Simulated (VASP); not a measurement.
Wanted: the native input for a VASP 6.6.1 run.

* Task: single point
* Functional: PBE
* Dispersion: D3(BJ)
* Potentials or basis: VASP PAW PBE potentials, release 64 (B)
* Cutoff: 520 eV
* k mesh: 33 × 33 × 14
* Occupations: gaussian, width 0.15 eV
* Spin: no spin polarisation
* Dipole correction: no
* Further INCAR settings: ALGO = Fast; EDIFF = 1e-06; NBANDS = 8

The structure of B lies in POSCAR:

```
B
1.0
    1.7024335758      0.0000000000      0.0000000000
   -0.8512167879      1.2531981162      0.0000000000
    0.0000000000      0.0000000000      3.6354228500
B
1
Direct
    0.0000000000      0.0000000000      0.0000000000
```

This isn't the form of B at room conditions, which is rhombohedral.

The cell isn't the ideal one: strain -0.1500 x Voigt [0, 1, 0, 0, 0, 0], atoms carried along.

The input as run:

INCAR

```
ALGO = Fast ; EDIFF = 1E-6
ENCUT = 520 ; GGA = PE
ISIF = 2 ; ISMEAR = 0
IVDW = 12 ; LASPH = T
LCHARG = F ; LREAL = F
LWAVE = F ; NBANDS = 8
NELM = 100 ; PREC = Accurate
SIGMA = 0.15
```

KPOINTS

```
k-points
0
Gamma
  33 33 14
```

Potentials or basis: VASP PAW PBE potentials, release 64 (B).

The run is started by

```console
$ cat potpaw_PBE.64/B/POTCAR > POTCAR
$ mpirun -np 1 vasp_std > vasp.out
```

Results of the run:

- Pressure: 70.8 GPa
- Band gap on the k mesh: none (metal or under the smearing width)
- Dispersion energy per atom: -0.187 eV

Caveat: the cell as given lies far from equilibrium; so large a pressure means that the cell lies far from this level's equilibrium, or that cutoff or potentials fall short; pairwise dispersion overbinds metals, which lowers pressure and volume.

Wall time 88 s on 1 thread of Intel(R) Xeon(R) Platinum 8559C (Emerald Rapids), on a shared host, peak memory 0.23 GiB.
